**Notebook page: plane-wave cutoff for hcp titanium**

Some rough sizes help in judging the errors below. A metal such as titanium is bound by about 5 eV per atom, heat at room temperature amounts to about 25 meV, and crystal structures of one metal often differ by only a few to some tens of meV per atom. For pressure, 1 GPa changes the volume of titanium by about one per cent.

The sweep value is the plane-wave cutoff in Ry: the kinetic energy of the shortest wave allowed in the orbitals. The column "energy less tightest" is the energy relative to the run at 126 Ry. The page follows the rows at 34, 67 and 84 Ry.

Quantum ESPRESSO 7.5, PBEsol without spin polarisation, PseudoDojo 0.4.1 SR standard norm-conserving potentials, for hcp Ti in a fixed 2-atom cell; 10×10×6 k mesh, Fermi-Dirac smearing of 0.05 eV. The sweep value is the orbital cutoff in Ry. Energies are electronic free energies; they and the force miss (largest component) are taken against the 126 Ry run.

```
sweep density cutoff (eV)  sweep value  energy less tightest (meV/atom)  pressure (GPa)  force miss (eV/Å)
                     1850           34                           5601.4         -148.32              0.000
                     2286           42                           1968.7          -75.13              0.000
                     2721           50                            597.5          -35.35              0.000
                     3211           59                            114.2          -14.03              0.000
                     3646           67                             18.9           -7.55              0.000
                     4136           76                              1.6           -5.78              0.000
                     4572           84                              0.5           -5.60              0.000
                     5497          101                              0.2           -5.60              0.000
                     6857          126                              0.0           -5.60              0.000
```

**1. Why does the energy only go down when the cutoff goes up?**

A higher cutoff keeps all the waves of the smaller set and adds shorter ones. With more freedom the electrons can find a state of lower energy, or at worst the same one. This is the variational principle. It holds here very nearly but not exactly, because the grid for exchange and correlation also changes with the cutoff. At 34 Ry the energy is 5.6 eV per atom too high, an error as large as the whole binding of the metal.

The density cutoff rises in step, always at four times the orbital cutoff. The density contains products of two orbitals, which reach twice the wave number and so four times the kinetic energy. The table therefore shows the effect of both cutoffs together.

**2. What do the added waves have to describe?**

They have to describe the parts of the orbitals that change quickly close to the nucleus. The shortest wavelength is 0.57 Å at 34 Ry and 0.36 Å at 84 Ry, both far below the distance between neighbouring atoms. The fine detail therefore belongs to the atom itself and not to the bond.

In titanium this detail has two sources. The potential treats twelve electrons explicitly, among them the tightly held 3s and 3p shells. The 3d orbitals are compact too, because no inner d shell pushes them outwards. Standard theory names these causes; a single element cannot test them. The same argument lets aluminium, whose outer 3s and 3p electrons are spread widely, manage with a lower cutoff for a potential of the same kind.

**3. Does every added rydberg buy the same accuracy?**

No, and not even the same factor. The step from 34 to 42 Ry divides the energy error by 2.8, whereas an equally long step from 59 to 67 Ry divides it by 6.0. An exponential decay would give the same factor both times, so over this range the error falls faster than exponentially.

The potential offers a reason. It replaces the sharp inner part of each orbital by a smooth curve, and a smooth curve contains very little of the shortest waves. Once the cutoff has passed the waves that the curve does need, hardly anything remains to be gained. A cutoff slightly too low can thus be costly, while one slightly too high brings little.

**4. Why does a poor basis also produce a pressure?**

The pressure is the response of the energy to a small change of volume, taken with a fixed set of plane waves. When the cell is stretched, every wave in the set is stretched with it. The waves become longer, the effective cutoff drops and the energy error grows. The calculation reads this as resistance to stretching, so the cell appears to pull inwards, which is a negative pressure.

The size follows in three steps. Let E be the energy per atom, V the volume per atom and K the cutoff.

1. A wavelength grows as V^(1/3) and a kinetic energy falls as the inverse square of the wavelength, so K varies as V^(−2/3).
2. A small relative change of volume dV/V therefore changes ln K by −(2/3) dV/V.
3. Pressure is −dE/dV, so the spurious part is P = (2/(3V)) × dE/d(ln K).

The third step assumes that the energy error depends on the cutoff but hardly on the volume, as suits detail that sits inside the atom.

For the step from 34 to 42 Ry the numbers are:

- energy change: 1968.7 − 5601.4 = −3632.7 meV, or −3.63 eV
- change of ln K: ln(42/34) = 0.211, which gives a slope of −17.2 eV
- pressure: −17.2 eV × 2/(3 × 17.64 Å³) = −0.65 eV/Å³, or about −104 GPa

The pressure column allows a check: it comes from the same orbitals, but through a separate formula for the stress. Relative to the converged pressure, the two rows are off by −143 and −70 GPa, with a mean of −106 GPa. The estimate used energies only, and no constant was adjusted to this or any other row. Most of the huge negative pressure at low cutoff is thus the slope of the energy error, seen through the volume.

The agreement loosens as the error shrinks. Between 67 and 76 Ry the estimate is −0.8 GPa and the mean of the two rows −1.1 GPa. The error curve bends strongly within one step, and the mean of its end points then lies above its typical size. The printed output below gives the comparison for every step; beyond 84 Ry the remaining pressure errors are too small for a useful comparison.

**5. At 67 Ry, which is worse off, the energy or the pressure?**

The energy looks acceptable at first sight: its error of 19 meV per atom is smaller than the thermal energy at room temperature. The pressure, however, is off by about −2 GPa, a quarter of the value printed in that row. A cell relaxed to zero pressure at this cutoff would be expected to come out one to two per cent too small in volume.

The two errors also behave differently in use. The energy error belongs mainly to the atom, so much of it should cancel when two titanium structures are compared at the same cutoff. The spurious pressure is there within a single run and has no partner to cancel it. When a cell is relaxed by its stress, the pressure is therefore the better guide to the cutoff. A curve of energy against volume, with every point computed at the same cutoff in Ry, avoids most of the problem, because the nearly constant energy error then cancels.

**6. Is the final pressure of −5.60 GPa also a basis error?**

No. From 84 to 126 Ry the number of plane waves grows by a factor of 1.8, yet the pressure moves by less than 0.01 GPa. A pressure caused by the basis would have continued to shrink. What remains is a property of the cell: it is larger than the one this functional prefers, by roughly five per cent in volume.

The given volume is close to that of real titanium, which includes a small expansion by heat and zero-point motion. The static calculation leaves that expansion out. Most of the difference probably comes from the functional, since PBEsol is known to make titanium too dense. The k mesh and the smearing were held fixed, so their share in the −5.60 GPa is untested.

**7. Which cutoff should one take, and which digits can be trusted?**

Among the tested values, 76 Ry is the lowest that keeps the energy within 10 meV per atom, and 84 Ry the lowest that keeps it within 1 meV. The step between them needs only 16% more plane waves. It also reduces the pressure error from 0.18 GPa to less than 0.01 GPa. For work on cell shape or stress that is a good exchange.

At 84 Ry the energy can be trusted to about 1 meV per atom as far as the cutoff is concerned, but not to a tenth of that. The last step, from 101 to 126 Ry, still lowers it by 0.2 meV, so the reference itself is not exact at that level. The pressure is steady to about 0.01 GPa.

The zeros in the force column deserve no such trust. In this perfect crystal, symmetry cancels the force on each atom at any cutoff, good or bad. For a vacancy, a surface or a vibrating atom, the forces have to be tested on a structure in which they are allowed to differ from zero.

Output of the analysis:

```
Pressure error and its estimate for the step that ends at each row:
   row  cutoff in Ry  excess pressure in GPa  spurious share of pressure in %  estimate from energies in GPa  mean excess over step in GPa
  1850            34                  -142.7                            96.22                            n/a                           n/a
  2286            42                  -69.53                            92.55                         -104.1                        -106.1
  2721            50                  -29.75                            84.16                         -47.62                        -49.64
  3211            59                   -8.43                            60.09                         -17.68                        -19.09
  3646            67                   -1.95                            25.83                         -4.538                         -5.19
  4136            76                   -0.18                            3.114                        -0.8311                        -1.065
  4572            84                       0                                0                       -0.06655                         -0.09
  5497           101                       0                                0                      -0.009856                             0
  6857           126                       0                                0                      -0.005476                             0
Energy error falls from 34 to 42 Ry by a factor of: 2.845
Energy error falls from 42 to 50 Ry by a factor of: 3.295
Energy error falls from 59 to 67 Ry by a factor of: 6.042
Energy drop from 76 to 84 Ry in meV/atom: 1.14
Energy drop from 84 to 101 Ry in meV/atom: 0.25
Energy drop from 101 to 126 Ry in meV/atom: 0.21
Excess pressure at 76 Ry in GPa, unrounded data: -0.1848
Excess pressure at 84 Ry in GPa, unrounded data: -0.003742
Spread of pressure from 84 Ry upward in GPa: 0.005873
Shortest wavelength at 34 Ry in angstrom: 0.5702
Shortest wavelength at 84 Ry in angstrom: 0.3628
Number of plane waves at 84 Ry over that at 34 Ry: 3.883
Number of plane waves at 84 Ry over that at 76 Ry: 1.162
Number of plane waves at 126 Ry over that at 84 Ry: 1.837
```
